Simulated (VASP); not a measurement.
SnO2, 6 atoms in the cell. Symmetry: P4_2/mnm, No. 136, tetragonal system. The conventional cell has a = 4.737 Å, b = 4.737 Å, c = 3.186 Å, α = 90.00°, β = 90.00°, γ = 90.00°. Around Sn (site symmetry mmm) lie 6 O at 2.05 to 2.06 Å. Around O (site symmetry m2m) lie 3 Sn at 2.05 to 2.06 Å. 

| Item | Value |
| --- | --- |
| Program | VASP 6.6.1 |
| Task | single point |
| Functional | PBE |
| Potentials or basis | VASP PAW PBE potentials, release 64 (Sn_d, O) |
| Cutoff | 520 eV |
| k mesh | 5 × 5 × 7 |
| Occupations | fermi-dirac, width 0.02 eV |
| Spin | no spin polarisation |
| Dipole correction | no |
| Further INCAR settings | ALGO = Fast; EDIFF = 1e-06; NBANDS = 35 |

Potentials or basis: VASP PAW PBE potentials, release 64 (Sn_d, O).

Command:

```sh
$ cat potpaw_PBE.64/Sn_d/POTCAR potpaw_PBE.64/O/POTCAR > POTCAR
$ mpirun -np 1 vasp_std > vasp.out
```

Hardware: 1 thread of Intel(R) Xeon(R) Platinum 8488C (Sapphire Rapids), on a shared host.

Question: How long does it take, and how much memory?

Answer: Run time: 78 s on 1 thread of Intel(R) Xeon(R) Platinum 8488C (Sapphire Rapids) (shared host), peak memory 0.19 GiB. Counts: scf iterations 15, k points 24.
